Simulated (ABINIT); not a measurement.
# CoO (I4/mmm) in ABINIT: further runs

One crystal, CoO, is run at these levels: revPBE+U; tasks: single point, phonons.

Everything below comes from runs of ABINIT 10.8.3 (patched build). Logs are shortened: lines on timing, memory, paths and dates and some standing lists are left out, and cuts for length are marked. The log counts tension as positive stress, the text compression.

### 1 The structure

It takes space group I4/mmm (No. 139, tetragonal). The conventional cell has a = 3.016 Å, b = 3.016 Å, c = 4.214 Å, α = 90.00°, β = 90.00°, γ = 90.00°. Co (site symmetry 4/mmm) has 6 O at 2.11 to 2.13 Å as nearest neighbours. O (site symmetry 4/mmm) has 6 Co at 2.11 to 2.13 Å as nearest neighbours.

### 2 Single point, revPBE+U, collinear spin, ferromagnetic start

Contents of run.abi:

```
# Pseudopotentials
pp_dirpath "./"
pseudos "Co.GGA_PBE-ansatz.xml, O.GGA_PBE-ansatz.xml"

# Structure
acell 2.9981027643 2.9981027643 2.9981027643 Angstrom
rprim
    -0.5029847602     0.5029847602     0.7028603432
     0.5029847602    -0.5029847602     0.7028603432
     0.5029847602     0.5029847602    -0.7028603432
ntypat 2
znucl 27 8
natom 2
typat 1 2
xred
     0.0000000000     0.0000000000     0.0000000000
     0.5000000000     0.5000000000     0.0000000000

# Plane-wave basis
ecut 14.0
pawecutdg 28.0
pawxcdev 0
pawovlp 30

# k points
kptopt 1
ngkpt 9 9 9
nshiftk 1
shiftk 0.0 0.0 0.0

# Exchange and correlation
ixc 14

# Bands and occupations
nband 16
occopt 3
tsmear 0.00183747

# Spin
nsppol 2
spinat
     0.0000000000     0.0000000000     2.0000000000
     0.0000000000     0.0000000000     0.0000000000

# DFT+U
usepawu 1
lpawu 2 -1
upawu 5.0 0.0 eV
jpawu 0.0 0.0 eV

# SCF cycle
nstep 100
tolvrs 1.0e-9

# Output
iomode 3
prtwf 0
prteig 0
prtebands 0
prtden 1
prtvha 1
prtvclmb 1
prtpot 1
```

Potentials or basis: Ansatz PAW PBE default generated set, frozen core.

Launch:

```console
$ abinit run.abi > log 2>&1
```

run.abo:

```text
[... set-up lines left out ...]
 ETOT  1  -161.35911240915    -1.614E+02 1.125E+01 3.249E+01 1.292E+00 1.292E+00
 ETOT  2  -162.37518774704    -1.016E+00 8.129E-02 1.069E+02 1.631E+00 2.923E+00
 ETOT  3  -162.27097594751     1.042E-01 2.150E-02 1.894E+01 1.172E-01 2.806E+00
 ETOT  4  -162.27426739314    -3.291E-03 4.487E-03 1.810E+01 1.232E-02 2.816E+00
 ETOT  5  -162.28741889603    -1.315E-02 1.099E-03 2.401E+01 1.668E-02 2.830E+00
 ETOT  6  -162.28366788254     3.751E-03 1.425E-03 2.271E+01 4.807E-03 2.826E+00
 ETOT  7  -162.28448823403    -8.204E-04 7.886E-04 2.302E+01 1.216E-03 2.828E+00
 ETOT  8  -162.39088967317    -1.064E-01 2.022E-01 7.431E+01 1.949E-01 2.985E+00
 ETOT  9  -162.33964627639     5.124E-02 1.360E-02 2.709E+01 7.001E-02 2.927E+00
 ETOT 10  -162.33513951280     4.507E-03 2.843E-03 1.267E+01 5.244E-02 2.886E+00
 ETOT 11  -162.32958749716     5.552E-03 4.043E-04 7.946E+00 2.914E-02 2.863E+00
 ETOT 12  -162.32520189659     4.386E-03 2.347E-03 8.770E-01 1.089E-01 2.768E+00
 ETOT 13  -162.32299434950     2.208E-03 3.496E-04 3.626E-02 8.528E-03 2.777E+00
 ETOT 14  -162.32318818830    -1.938E-04 1.592E-04 1.143E-01 8.658E-03 2.786E+00
 ETOT 15  -162.32315662517     3.156E-05 3.056E-04 9.531E-02 7.816E-03 2.778E+00
 ETOT 16  -162.32302361816     1.330E-04 1.049E-04 1.968E-03 8.247E-04 2.779E+00
 ETOT 17  -162.32302178319     1.835E-06 1.346E-04 2.671E-04 6.244E-04 2.779E+00
 ETOT 18  -162.32302162306     1.601E-07 2.486E-04 1.976E-05 1.941E-04 2.779E+00
 ETOT 19  -162.32302161241     1.065E-08 6.345E-05 4.530E-06 1.079E-04 2.779E+00
 ETOT 20  -162.32302160861     3.801E-09 1.416E-04 1.590E-07 2.822E-05 2.779E+00
 ETOT 21  -162.32302160875    -1.436E-10 6.043E-05 5.720E-08 7.658E-06 2.779E+00
 ETOT 22  -162.32302160866     9.450E-11 9.659E-05 2.685E-09 6.447E-06 2.779E+00
 ETOT 23  -162.32302160866     2.615E-12 4.802E-05 8.309E-10 5.208E-07 2.779E+00

 At SCF step   23       nres2   =  8.31E-10 < tolvrs=  1.00E-09 =>converged.

 Cartesian components of stress tensor (hartree/bohr^3)
  sigma(1 1)=  3.83604615E-05  sigma(3 2)=  0.00000000E+00
  sigma(2 2)=  3.83604615E-05  sigma(3 1)=  0.00000000E+00
  sigma(3 3)=  3.46623082E-06  sigma(2 1)=  0.00000000E+00

--- !ResultsGS
iteration_state: {dtset: 1, }
comment   : Summary of ground state results
lattice_vectors:
- [ -2.8497070,   2.8497070,   3.9821207, ]
- [  2.8497070,  -2.8497070,   3.9821207, ]
- [  2.8497070,   2.8497070,  -3.9821207, ]
lattice_lengths: [   5.66559,    5.66559,    5.66559, ]
lattice_angles: [119.605, 119.605,  90.686, ] # degrees, (23, 13, 12)
lattice_volume:   1.2935250E+02
convergence: {deltae:  2.615E-12, res2:  8.309E-10, residm:  4.802E-05, diffor: null, }
etotal    :  -1.62323022E+02
entropy   :   0.00000000E+00
fermie    :   2.84839487E-01
cartesian_stress_tensor: # hartree/bohr^3
- [  3.83604615E-05,   0.00000000E+00,   0.00000000E+00, ]
- [  0.00000000E+00,   3.83604615E-05,   0.00000000E+00, ]
- [  0.00000000E+00,   0.00000000E+00,   3.46623082E-06, ]
pressure_GPa:  -7.8640E-01
xred      :
- [  0.0000E+00,   0.0000E+00,   0.0000E+00, Co]
- [  5.0000E-01,   5.0000E-01,   2.2301E-17,  O]
cartesian_forces: # hartree/bohr
- [ -0.00000000E+00,  -0.00000000E+00,  -0.00000000E+00, ]
- [ -0.00000000E+00,  -0.00000000E+00,  -0.00000000E+00, ]
force_length_stats: {min:   0.00000000E+00, max:   0.00000000E+00, mean:   0.00000000E+00, }
...

 Integrated electronic and magnetization densities in atomic spheres:
 ------------------------------------------------------------------------------------------------------------
 Radius=ratsph(iatom), smearing ratsm=  0.0000. Diff(up-dn)=approximate z local magnetic moment.
    Atom    Radius    up_density   dn_density  Total(up+dn)  Diff(up-dn)
    1 Co   2.62861     9.730484     6.951317     16.681801     2.779168
    2  O   1.79524     2.989065     2.746375      5.735441     0.242690
 ------------------------------------------------------------------------------------------------------------
  Sum:                12.719550     9.697692     22.417242     3.021858
 Total magnetization (from the atomic spheres):                3.021858
 Total magnetization (exact up - dn):                          2.999468

 ---------- DFT+U DATA ---------------------------------------------------

 ====== For Atom     1, occupations for correlated orbitals. lpawu =   2

 Atom   1. Occ. for lpawu and for spin  1 =   5.05454
 Atom   1. Occ. for lpawu and for spin  2 =   2.30662
 => On atom   1,  local Mag. for lpawu is       -2.747916

 == Occupation matrix for correlated orbitals:

 Occupation matrix for spin  1
     1.04075    0.00000    0.00000    0.00000    0.00000
     0.00000    0.99004    0.00000    0.00000    0.00000
     0.00000    0.00000    1.04441    0.00000    0.00000
     0.00000    0.00000    0.00000    0.99004    0.00000
     0.00000    0.00000    0.00000    0.00000    0.98929

 Occupation matrix for spin  2
     0.12996    0.00000    0.00000    0.00000    0.00000
     0.00000    0.68222    0.00000    0.00000    0.00000
     0.00000    0.00000    0.13751    0.00000    0.00000
     0.00000    0.00000    0.00000    0.68222    0.00000
     0.00000    0.00000    0.00000    0.00000    0.67472

================================================================================

 ----iterations are completed or convergence reached----

 Mean square residual over all n,k,spin=   31.216E-09; max=  48.023E-06
 reduced coordinates (array xred) for    2 atoms
       0.000000000000      0.000000000000      0.000000000000
       0.500000000000      0.500000000000      0.000000000000
 rms dE/dt=  0.0000E+00; max dE/dt=  0.0000E+00; dE/dt below (all hartree)
    1       0.000000000000      0.000000000000      0.000000000000
    2       0.000000000000      0.000000000000      0.000000000000

 cartesian coordinates (angstrom) at end:
    1      0.00000000000000     0.00000000000000     0.00000000000000
    2      0.00000000000000     0.00000000000000     2.10724753786477

 cartesian forces (hartree/bohr) at end:
    1     -0.00000000000000    -0.00000000000000    -0.00000000000000
    2     -0.00000000000000    -0.00000000000000    -0.00000000000000
 frms,max,avg= 0.0000000E+00 0.0000000E+00   0.000E+00  0.000E+00  0.000E+00 h/b

 cartesian forces (eV/Angstrom) at end:
    1     -0.00000000000000    -0.00000000000000    -0.00000000000000
    2     -0.00000000000000    -0.00000000000000    -0.00000000000000
 frms,max,avg= 0.0000000E+00 0.0000000E+00   0.000E+00  0.000E+00  0.000E+00 e/A
 length scales=  5.665593121854  5.665593121854  5.665593121854 bohr
              =  2.998102764300  2.998102764300  2.998102764300 angstroms
 Fermi (or HOMO) energy (hartree) =   0.28484   Average Vxc (hartree)=  -0.44728
 Magnetization (Bohr magneton)=  2.99947081E+00
 Total spin up =  1.29997354E+01   Total spin down =  1.00002646E+01
 Eigenvalues (hartree) for nkpt=  75  k points, SPIN UP:
 kpt#   1, nband= 16, wtk=  0.00137, kpt=  0.0000  0.0000  0.0000 (reduced coord)
  -3.25522   -1.90383   -1.90383   -1.90275   -0.42707    0.08708    0.08811    0.10974
   0.10974    0.11052    0.20500    0.20564    0.20564    0.35432    0.92759    0.92760
      occupation numbers for kpt#   1
   1.00000    1.00000    1.00000    1.00000    1.00000    1.00000    1.00000    1.00000
   1.00000    1.00000    1.00000    1.00000    1.00000    0.00000    0.00000    0.00000
 prteigrs : prtvol=0 or 1, do not print more k-points.

 Eigenvalues (hartree) for nkpt=  75  k points, SPIN DOWN:
 kpt#   1, nband= 16, wtk=  0.00137, kpt=  0.0000  0.0000  0.0000 (reduced coord)
  -3.13640   -1.78678   -1.78678   -1.78597   -0.41276    0.22048    0.22207    0.22207
   0.24036    0.24036    0.24323    0.37194    0.39044    0.39177    0.92774    0.97966
      occupation numbers for kpt#   1
   1.00000    1.00000    1.00000    1.00000    1.00000    1.00000    1.00000    1.00000
   1.00000    1.00000    1.00000    0.00000    0.00000    0.00000    0.00000    0.00000
 prteigrs : prtvol=0 or 1, do not print more k-points.

--- !EnergyTerms
iteration_state     : {dtset: 1, }
comment             : Components of total free energy in Hartree
kinetic             :  2.27254944206543E+01
hartree             :  5.16656189620840E+01
xc                  : -8.42616447421040E+00
Ewald energy        : -1.06646217895261E+02
psp_core            :  4.71212471806142E+00
local_psp           : -1.30494520917085E+02
PAW spherical_terms :  4.14202469290341E+00
internal            : -1.62321640492853E+02
'-kT*entropy'       : -1.38112513903351E-03
total_energy        : -1.62323021617992E+02
total_energy_eV     : -4.41703443786189E+03
...

--- !EnergyTermsDC
iteration_state     : {dtset: 1, }
comment             : '"Double-counting" decomposition of free energy'
band_energy         : -1.62803599473297E+01
Ewald energy        : -1.06646217895261E+02
psp_core            :  4.71212471806142E+00
xc_dc               : -4.92802376603663E+01
PAW spherical_terms :  5.17305030137665E+00
internal            : -1.62321640483519E+02
'-kT*entropy'       : -1.38112513903351E-03
total_energy_dc     : -1.62323021608658E+02
total_energy_dc_eV  : -4.41703443760790E+03
...

--- !EnergyTermsWithPAWCore
iteration_state     : {dtset: 1, }
comment             : 'Components of total free energy, including PAW core contributions'
Total energy        : -1.45782812421199E+03
Total energy DC     : -1.45782812420266E+03
Total energy (eV)   : -3.96695241681864E+04
Total energy DC (eV): -3.96695241679324E+04
...

 Cartesian components of stress tensor (hartree/bohr^3)
  sigma(1 1)=  3.83604615E-05  sigma(3 2)=  0.00000000E+00
  sigma(2 2)=  3.83604615E-05  sigma(3 1)=  0.00000000E+00
  sigma(3 3)=  3.46623082E-06  sigma(2 1)=  0.00000000E+00

-Cartesian components of stress tensor (GPa)         [Pressure= -7.8640E-01 GPa]
- sigma(1 1)=  1.12860374E+00  sigma(3 2)=  0.00000000E+00
- sigma(2 2)=  1.12860374E+00  sigma(3 1)=  0.00000000E+00
- sigma(3 3)=  1.01980032E-01  sigma(2 1)=  0.00000000E+00

== END DATASET(S) ==============================================================
================================================================================

 -outvars: echo values of variables after computation  --------
            acell      5.6655931219E+00  5.6655931219E+00  5.6655931219E+00 Bohr
           etotal     -1.6232302161E+02
            fcart     -0.0000000000E+00 -0.0000000000E+00 -0.0000000000E+00
                      -0.0000000000E+00 -0.0000000000E+00 -0.0000000000E+00
            rprim     -5.0298476020E-01  5.0298476020E-01  7.0286034320E-01
                       5.0298476020E-01 -5.0298476020E-01  7.0286034320E-01
                       5.0298476020E-01  5.0298476020E-01 -7.0286034320E-01
           strten      3.8360461550E-05  3.8360461550E-05  3.4662308200E-06
                       0.0000000000E+00  0.0000000000E+00  0.0000000000E+00
           xangst      0.0000000000E+00  0.0000000000E+00  0.0000000000E+00
                       3.3629806150E-17  3.3629806150E-17  2.1072475379E+00
             xred      0.0000000000E+00  0.0000000000E+00  0.0000000000E+00
                       5.0000000000E-01  5.0000000000E-01  2.2300932461E-17
 Calculation completed.
```

Run time: 2.1 min. Hardware: 1 thread of Intel Xeon Platinum 8259CL at 2.50GHz (Skylake/Cascade Lake), shared host; peak memory 0.37 GiB.

Results:

```
Free energy            : -4417.0344 eV
Band gap on the k mesh : none (metal or under the smearing width)
Net moment             : 3.00 μB per cell
Site moments           : Co +2.78; O +0.24 μB
```

Levels at points of the mesh, in eV from the Fermi level:
Spin up:
| k point | band 9 | band 10 | band 11 | band 12 | band 13 | band 14 | band 15 | band 16 |
| --- | --- | --- | --- | --- | --- | --- | --- | --- |
| (0.00, 0.00, 0.00) | -4.76 | -4.74 | -2.17 | -2.16 | -2.16 | 1.89 | 17.49 | 17.49 |
Spin down:
```
           k point  band 7  band 8  band 9  band 10  band 11  band 12  band 13  band 14
(0.00, 0.00, 0.00)   -1.71   -1.71   -1.21    -1.21    -1.13     2.37     2.87     2.91
```

Eigenvalues of the final occupation matrices:
```tsv
site	spin	trace	eigenvalues
atom 1	1	5.05	0.99 0.99 0.99 1.04 1.04
atom 1	2	2.31	0.13 0.14 0.67 0.68 0.68
```

Caveat: the cutoff is too short for stress, so the log's stress isn't used; the PAW data sets were made with another functional, which shifts forces and pressure a little; a cell with one magnetic atom can't hold antiferromagnetic order, which such compounds often take; the atomic spheres overlap. The state reached can hang on the start; a lower one may exist.

### 3 Phonons, revPBE+U, collinear spin, ferromagnetic start

Contents of run.abi:

```
# Datasets
ndtset 2

# Pseudopotentials
pp_dirpath "./"
pseudos "Co.GGA_PBE-ansatz.xml, O.GGA_PBE-ansatz.xml"

# Structure
acell 5.665593118 5.665593118 5.665593118
rprim
    -0.5029847602     0.5029847602     0.7028603432
     0.5029847602    -0.5029847602     0.7028603432
     0.5029847602     0.5029847602    -0.7028603432
ntypat 2
znucl 27 8
natom 2
typat 1 2
xred
            0.0            0.0            0.0
            1/2            1/2            0.0

# Plane-wave basis
ecut 380.959407 eV
pawecutdg 28.0
pawxcdev 0
pawovlp 30

# k points
ngkpt 10 10 10
nshiftk 1
shiftk 0.0 0.0 0.0

# Exchange and correlation
ixc 14

# Bands and occupations
nband 20
occopt 3
tsmear 0.05 eV

# Spin
nsppol 2
spinat
     0.0000000000     0.0000000000     2.0000000000
     0.0000000000     0.0000000000     0.0000000000

# DFT+U
usepawu 1
lpawu 2 -1
upawu 5.0 0.0 eV
jpawu 0.0 0.0 eV

# SCF cycle
nstep 80
diemixmag 2.0

# Output
prteig 0
prtebands 0
prtwf 0
prtden 0
prtpot 0

# Dataset 1: ground state
kptopt1 1
tolvrs1 1.0e-11
prtwf1 1
tolwfr1 1.0e-14
nbdbuf1 4
nline1 6

# Dataset 2: response at q = 0 to atomic displacements
rfphon2 1
rfatpol2 1 2
rfdir2 1 1 1
getwfk2 1
kptopt2 2
nqpt2 1
qpt2 0.0 0.0 0.0
tolvrs2 1.0e-7
```

Contents of mrgddb.in:

```
merged_DDB
CoO
2
runo_DS1_DDB
runo_DS2_DDB
```

Contents of anaddb.abi:

```
ddb_filepath "merged_DDB"
output_file "anaddb.abo"
outdata_prefix "ana"
asr 1
chneut 0
dipdip 0
dieflag 0
enunit 0
eivec 1
nph1l 1
qph1l 0.0 0.0 0.0 1.0
```

Potentials or basis: Ansatz PAW PBE default generated set, frozen core.

Launch:

```console
$ abinit run.abi > log 2>&1
$ mrgddb < mrgddb.in > mrgddb.log 2>&1
$ anaddb anaddb.abi > anaddb.log 2>&1
```

run.abo:

```text
[... set-up lines left out ...]
 ETOT  1  -161.37003158791    -1.614E+02 8.436E+00 3.300E+01 1.331E+00 1.331E+00
 ETOT  2  -162.35696498129    -9.869E-01 2.043E-03 1.068E+02 1.442E+00 2.773E+00
 ETOT  3  -162.29765665777     5.931E-02 2.023E-02 3.198E+01 5.668E-02 2.830E+00
 ETOT  4  -162.30852208969    -1.087E-02 1.353E-04 3.031E+01 7.319E-03 2.837E+00
 ETOT  5  -162.32015971275    -1.164E-02 5.115E-03 1.607E+01 8.664E-03 2.833E+00
 ETOT  6  -162.32442633455    -4.267E-03 7.103E-03 6.290E+00 5.459E-03 2.829E+00
 ETOT  7  -162.33052084196    -6.095E-03 4.722E-03 1.436E+00 6.960E-03 2.828E+00
 ETOT  8  -162.33389357430    -3.373E-03 1.361E-03 1.548E-01 1.325E-02 2.815E+00
 ETOT  9  -162.33458030261    -6.867E-04 5.287E-05 6.777E-02 1.855E-03 2.813E+00
 ETOT 10  -162.33468389638    -1.036E-04 3.746E-05 3.093E-03 4.590E-03 2.809E+00
 ETOT 11  -162.33468487429    -9.779E-07 5.407E-06 7.595E-04 1.257E-03 2.810E+00
 ETOT 12  -162.33468842720    -3.553E-06 2.067E-06 1.918E-04 1.038E-03 2.809E+00
 ETOT 13  -162.33468883549    -4.083E-07 7.480E-08 3.008E-05 1.495E-05 2.809E+00
 ETOT 14  -162.33468895025    -1.148E-07 5.289E-09 1.365E-05 1.645E-05 2.809E+00
 ETOT 15  -162.33468895658    -6.333E-09 7.714E-09 1.510E-06 4.587E-05 2.809E+00
 ETOT 16  -162.33468895848    -1.898E-09 7.890E-10 1.976E-07 2.684E-06 2.809E+00
 ETOT 17  -162.33468895901    -5.278E-10 5.545E-11 2.218E-08 9.293E-07 2.809E+00
 ETOT 18  -162.33468895901     2.700E-12 5.078E-11 2.545E-09 4.668E-06 2.809E+00
 ETOT 19  -162.33468895903    -1.967E-11 2.399E-12 4.258E-10 9.608E-07 2.809E+00
 ETOT 20  -162.33468895903    -1.933E-12 1.306E-12 1.322E-10 7.610E-07 2.809E+00
 ETOT 21  -162.33468895903    -4.263E-13 5.319E-14 1.624E-11 2.259E-07 2.809E+00
 ETOT 22  -162.33468895903     2.842E-13 9.978E-15 2.454E-12 1.064E-08 2.809E+00

[... 377 lines left out ...]
  dir pert dir pert     real part    imaginary part

   1    1   1    1         0.0508627348         0.0000000000
   1    1   1    2        -0.0508627348         0.0000000000

   2    1   2    1         0.0508627348         0.0000000000
   2    1   2    2        -0.0508627348         0.0000000000
[... 10 lines left out ...]
   3    2   3    1        -0.0640862699         0.0000000000
   3    2   3    2         0.0640862699         0.0000000000

  Phonon wavevector (reduced coordinates) :  0.00000  0.00000  0.00000
 Phonon energies in Hartree :
   0.000000E+00  0.000000E+00  0.000000E+00  1.489097E-03  1.489097E-03
   1.671499E-03
 Phonon frequencies in cm-1    :
   0.000000E+00  0.000000E+00  0.000000E+00  3.268190E+02  3.268190E+02
   3.668517E+02

== END DATASET(S) ==============================================================
================================================================================

 -outvars: echo values of variables after computation  --------
            acell      5.6655931180E+00  5.6655931180E+00  5.6655931180E+00 Bohr
           etotal1    -1.6233468896E+02
           etotal2     1.8306716406E+00
            fcart1     2.0761631978E-31  1.9896563978E-31  1.4238487857E-31
                      -2.0761631978E-31 -1.9896563978E-31 -1.4238487857E-31
            fcart2     0.0000000000E+00  0.0000000000E+00  0.0000000000E+00
                       0.0000000000E+00  0.0000000000E+00  0.0000000000E+00
            rprim     -5.0298476020E-01  5.0298476020E-01  7.0286034320E-01
                       5.0298476020E-01 -5.0298476020E-01  7.0286034320E-01
                       5.0298476020E-01  5.0298476020E-01 -7.0286034320E-01
           strten1    -5.9556419385E-05 -5.9556419385E-05  1.7691601328E-04
                       0.0000000000E+00  0.0000000000E+00  0.0000000000E+00
           strten2     0.0000000000E+00  0.0000000000E+00  0.0000000000E+00
                       0.0000000000E+00  0.0000000000E+00  0.0000000000E+00
           xangst      0.0000000000E+00  0.0000000000E+00  0.0000000000E+00
                      -1.3320143952E-17 -1.3320143952E-17  2.1072475364E+00
             xred      0.0000000000E+00  0.0000000000E+00  0.0000000000E+00
                       5.0000000000E-01  5.0000000000E-01 -8.8329867117E-18
 Calculation completed.
```

It took 21 min on 1 thread of Intel Xeon Platinum 8259CL at 2.50GHz (Skylake/Cascade Lake), shared host; peak memory 1.3 GiB.

Results:

```
Free energy                   : -4417.3519 eV
Band gap on the k mesh        : none (metal or under the smearing width)
Net moment                    : 3.00 μB per cell
Site moments                  : Co +2.81; O +0.21 μB
Highest phonon frequency at Γ : 367 cm⁻¹
```

Phonon frequencies in cm⁻¹ (negative: imaginary):
| q point | frequencies |
| --- | --- |
| (0.000, 0.000, 0.000) | 0 0 0 327 327 367 |

Caveat: the cutoff is too short for stress, so the log's stress isn't used; the mesh is coarse for a metal's response; the PAW data sets were made with another functional, which shifts forces and pressure a little; a cell with one magnetic atom can't hold antiferromagnetic order, which such compounds often take; the atomic spheres overlap. The state reached can hang on the start; a lower one may exist.
